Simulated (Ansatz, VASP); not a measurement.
## Two plane-wave programs on Al2O3 (Corundum)

INCAR

```
PREC = Accurate
ENCUT = 520
EDIFF = 1E-6
ISMEAR = -1
SIGMA = 0.05
LREAL = F
LASPH = T
NELM = 80
ALGO = Normal
ISIF = 2
LWAVE = F
LCHARG = F
GGA = RE
NBANDS = 35
```

The input KPOINTS:

```
Automatic mesh
0
Gamma
  7 7 7
```

File POSCAR:

```
Al2O3
1.0
    2.3802500000      1.3742379782      4.3318666667
   -2.3802500000      1.3742379782      4.3318666667
    0.0000000000     -2.7484759565      4.3318666667
Al O
4 6
Direct
    0.8521600000      0.8521600000      0.8521600000
    0.6478400000      0.6478400000      0.6478400000
    0.1478400000      0.1478400000      0.1478400000
    0.3521600000      0.3521600000      0.3521600000
    0.0566800000      0.7500000000      0.4433200000
    0.7500000000      0.4433200000      0.0566800000
    0.4433200000      0.0566800000      0.7500000000
    0.9433200000      0.2500000000      0.5566800000
    0.2500000000      0.5566800000      0.9433200000
    0.5566800000      0.9433200000      0.2500000000
```

File KPOINTS_OPT:

```
path GLB1,BZGX,QFP1Z,LP
15
line-mode
reciprocal
 0.0000000000  0.0000000000  0.0000000000  G
 0.5000000000  0.0000000000  0.0000000000  L

 0.5000000000  0.0000000000  0.0000000000  L
 0.5000000000  0.2337604794 -0.2337604794  B1

 0.7662395206  0.5000000000  0.2337604794  B
 0.5000000000  0.5000000000  0.5000000000  Z

 0.5000000000  0.5000000000  0.5000000000  Z
 0.0000000000  0.0000000000  0.0000000000  G

 0.0000000000  0.0000000000  0.0000000000  G
 0.3668802397  0.0000000000 -0.3668802397  X

 0.6331197603  0.3668802397  0.0000000000  Q
 0.5000000000  0.5000000000  0.0000000000  F

 0.5000000000  0.5000000000  0.0000000000  F
 0.6331197603  0.6331197603  0.2337604794  P1

 0.6331197603  0.6331197603  0.2337604794  P1
 0.5000000000  0.5000000000  0.5000000000  Z

 0.5000000000  0.0000000000  0.0000000000  L
 0.7662395206  0.3668802397  0.3668802397  P
```

The input input.yaml:

```yaml
crystal:
  lattice:
    - [2.38025, 1.3742379782, 4.3318666667]
    - [-2.38025, 1.3742379782, 4.3318666667]
    - [0.0, -2.7484759565, 4.3318666667]
  atoms:
    - { symbol: Al, position: [0.85216, 0.85216, 0.85216] }
    - { symbol: Al, position: [0.64784, 0.64784, 0.64784] }
    - { symbol: Al, position: [0.14784, 0.14784, 0.14784] }
    - { symbol: Al, position: [0.35216, 0.35216, 0.35216] }
    - { symbol: O, position: [0.05668, 0.75, 0.44332] }
    - { symbol: O, position: [0.75, 0.44332, 0.05668] }
    - { symbol: O, position: [0.44332, 0.05668, 0.75] }
    - { symbol: O, position: [0.94332, 0.25, 0.55668] }
    - { symbol: O, position: [0.25, 0.55668, 0.94332] }
    - { symbol: O, position: [0.55668, 0.94332, 0.25] }
hamiltonian:
  xc: revpbe
  pseudopotentials: { kind: paw }
kpoints:
  mp_grid: { grid: [7, 7, 7] }
  band_path:
    path:
      - [[0.0, 0.0, 0.0], [0.5, 0.0, 0.0], [0.5, 0.2337604794, -0.2337604794]]
      - [[0.7662395206, 0.5, 0.2337604794], [0.5, 0.5, 0.5], [0.0, 0.0, 0.0], [0.3668802397, 0.0, -0.3668802397]]
      - [[0.6331197603, 0.3668802397, 0.0], [0.5, 0.5, 0.0], [0.6331197603, 0.6331197603, 0.2337604794], [0.5, 0.5, 0.5]]
      - [[0.5, 0.0, 0.0], [0.7662395206, 0.3668802397, 0.3668802397]]
    npoints: 10
scf:
  occupations: { method: fermi_dirac, width: 0.05 }
  n_extra_bands: 25
output:
  forces: true
  stress: true
  eigenvalues: true
  fatbands: false
  write_density: true
  write_potential: true
  elf: true
  volumetric_format: npy
```

Alike in both runs: task band structure; functional revPBE; k mesh 7 × 7 × 7; occupations fermi-dirac, width 0.05 eV; no spin polarisation.

|  | VASP | Ansatz |
| --- | --- | --- |
| version | VASP 6.6.1 | Ansatz 0.2.0 |
| potentials or method | VASP PAW PBE potentials, release 64 (Al, O) | Ansatz PAW |
| plane-wave cutoff (eV) | 520 | 420 |
| valence electrons in the cell | 48 | 48 |

|  | VASP | Ansatz | Ansatz less VASP |
| --- | --- | --- | --- |
| gap on the k mesh at the Fermi level (eV) | 6.29 | 6.29 | -0.001 |
| least direct gap on the mesh (eV) | 6.29 | 6.29 | -0.001 |
| gap along the band path (eV) | 6.29 | 6.29 | 0.000 |
| pressure (GPa) | 10.8 | 11.3 | +0.53 |
| largest component of the traceless stress (GPa) | 0.45 | 0.47 | +0.014 |
| rms of the force components (eV/Å) | 0.012 | 0.014 | +0.0027 |

Atom by atom the forces differ by 0.003 eV/Å (rms over components). The functional is the same, so the differences come from potentials, cutoffs and numerics.

Caveats: the PAW data sets were made with another functional, which shifts forces and pressure a little (VASP); the pressure holds a Pulay correction of +0.8 GPa for the finite cutoff (Ansatz); the PAW data sets come from PBE, with cores solved anew for the run's functional, which leaves a small shift of forces and pressure (Ansatz). revPBE gaps usually lie below the measured ones, often by a third to a half.
